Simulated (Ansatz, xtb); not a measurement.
## Ligand exchange: CHF3 + C2H7AlS → CHF3S + C2H7Al

Gas-phase species: CHF3 (trifluoromethane) `FC(F)F`, singlet; C2H7AlS `C[CH2][AlH][SH]`, singlet; CHF3S (trifluoromethanethiol) `FC(F)(F)S`, singlet; C2H7Al `C[CH2][AlH2]`, singlet. The partners trade H for SH: C–H and Al–SH bonds give way to C–SH and Al–H.

Shapes, held fixed at every level: PBE0-D4/def2-TZVP. Flexible molecules stand in one conformer, not always the lowest. Programs: Ansatz 0.2.0, xtb 6.7.1. The zero-point and thermal change to 298 K, harmonic and unscaled (PBE0-D4/def2-TZVP), is -14.5 kJ/mol.

```
                level                    kind  ΔH(298 K) (kJ/mol)  less CCSD(T)/CBS estimate
             GFN1-xTB          semi-empirical              +150.8                      -29.6
        HF/def2-TZVPP            Hartree–Fock              +184.1                       +3.7
 r2SCAN-D4/def2-TZVPP                meta-GGA              +175.5                       -4.9
   PBE0-D4/def2-TZVPP           global hybrid              +177.0                       -3.4
r2SCAN0-D4/def2-TZVPP           global hybrid              +180.4                        0.0
   wB97X-V/def2-TZVPP  range-separated hybrid              +169.9                      -10.5
       MP2/def2-TZVPP     perturbation theory              +186.9                       +6.5
        CCSD/def2-SVP   coupled cluster or CI              +175.0                       -5.4
 CCSD(T)/CBS estimate   coupled cluster or CI              +180.4                        0.0
```

The highest level, CCSD(T)/CBS estimate, gives ΔH(298 K) = +180.4 kJ/mol; the levels span +150.8 to +186.9. The column of differences is taken from that level and isn't an error. No measured value is set beside it here. The CBS estimate extrapolates MP2 from def2-TZVPP and def2-QZVPP and adds CCSD(T) − MP2 in the triple-zeta set, cores frozen.

The exchange is strongly endothermic at every level, so thiolate belongs on aluminium and hydrogen on the trifluoromethyl carbon. The main reason is the mismatch in bond strengths: electropositive aluminium forms a strong, polar bond to sulfur, probably helped by lone-pair donation into its empty 3p orbital, and Al–H can't replace this. On carbon, a strong C–H bond gives way to a weaker C–S bond. The three C–F bonds survive on both sides, so their mutual stabilisation should largely cancel.

Hartree–Fock lies only +3.7 kJ/mol from the reference, which suggests that correlation contributions also mostly cancel; the exact match of r2SCAN0-D4 may therefore be partly fortuitous. The negative thermal term fits the replacement of stiff C–H vibrations by softer Al–H ones.

With two molecules on each side, entropy is unlikely to overturn the preference for the reactants. The result applies to monomers, whereas organoaluminium hydrides and thiolates readily associate through bridges, which could shift the balance in condensed phases.
